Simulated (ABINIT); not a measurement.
Runs of ABINIT 10.8.3 (patched build) on Bi. It takes space group R-3m (No. 166, trigonal). Conventional cell: a = 4.535 Å, b = 4.535 Å, c = 11.814 Å, α = 90.00°, β = 90.00°, γ = 120.00°. Bi (site symmetry 3m) has 6 Bi at 3.06 to 3.52 Å as nearest neighbours. 

```csv
task,level,potentials or basis,cell,cutoff (eV),fine-grid cutoff,gap on the mesh (eV),pressure (GPa),largest force (eV/Å)
band structure,PBE,JTH PAW PBE v2.0,as given,599,1197.3 eV,-,2.1,0.21
single point,PBEsol,PseudoDojo NC SR PBEsol v0.4.1 standard,"atoms moved at random, drawn with an rms of 0.05 Å",898,-,0.23,0.3,0.46
single point,PBEsol,PseudoDojo NC SR PBEsol v0.4.1 standard,as given,898,-,(a),-0.3,(b)
band structure,r2SCAN,JTH PAW PBE v2.0,as given,707,1306.15 eV,(c),0.8,0.04
```

Alike in all rows: no spin polarisation; k mesh 7 × 7 × 7; smearing fermi-dirac 0.05 eV.

Task: Estimate the missing entries.

Result: (a) 0.26; (b) 0.15; (c) 0.29.

Caveats: spin-orbit coupling is left out, which as a rule narrows the gap of such compounds by several tenths of an eV (some runs); an odd mesh through Γ misses points on the zone boundary, where band edges often lie (some runs); spin-orbit coupling is left out, which moves the levels of the heavy elements (some runs); the PAW data sets were made with another functional, which shifts forces and pressure a little (some runs); the mesh misses the band edges, which the band path finds closer together (some runs).

A k mesh can miss the band edges, and the runs leave out spin-orbit coupling on Bi.
